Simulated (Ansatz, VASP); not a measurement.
Two plane-wave programs on Ag

```
CELL_PARAMETERS angstrom
3.34836 1.93318 5.71031
-3.34836 1.93318 5.71031
0.00000 -3.86636 5.71031
ATOMIC_POSITIONS crystal
Ag 0.01019 0.65361 0.01019
Ag 0.01019 0.01019 0.65361
Ag 0.65361 0.01019 0.01019
Ag 0.98981 0.34639 0.98981
Ag 0.34639 0.98981 0.98981
Ag 0.98981 0.98981 0.34639
Ag 0.22118 0.63060 0.22118
Ag 0.22118 0.22118 0.63060
Ag 0.63060 0.22118 0.22118
Ag 0.77882 0.36940 0.77882
Ag 0.36940 0.77882 0.77882
Ag 0.77882 0.77882 0.36940
```

Alike in both runs: task single point; functional PBEsol; k mesh 3 × 3 × 3; occupations gaussian, width 0.1 eV; no spin polarisation.

|  | VASP | Ansatz |
| --- | --- | --- |
| version | VASP 6.6.1 | Ansatz 0.2.0 |
| potentials or method | VASP PAW PBE potentials, release 64 (Ag) | scalar-relativistic, plane waves, PAW |
| plane-wave cutoff (eV) | 520 | 420 |
| valence electrons in the cell | 132 | 228 |

Ansatz gave:

* gap on the k mesh at the Fermi level (eV): none
* rms of the force components (eV/Å): 2.362

Problem. Which values does VASP return?

Solution. gap on the k mesh at the Fermi level (eV): none; rms of the force components (eV/Å): 2.346.

Atom by atom the forces differ by 0.026 eV/Å (rms over components). A gap of «none» marks a metal or a gap that the smearing closes. The two sets of potentials don't hold the same shells in valence.

Caveats: the k mesh is coarse (spacing up to 0.38 Å⁻¹), so the values aren't converged; the PAW data sets were made with another functional, which shifts forces and pressure a little (VASP).
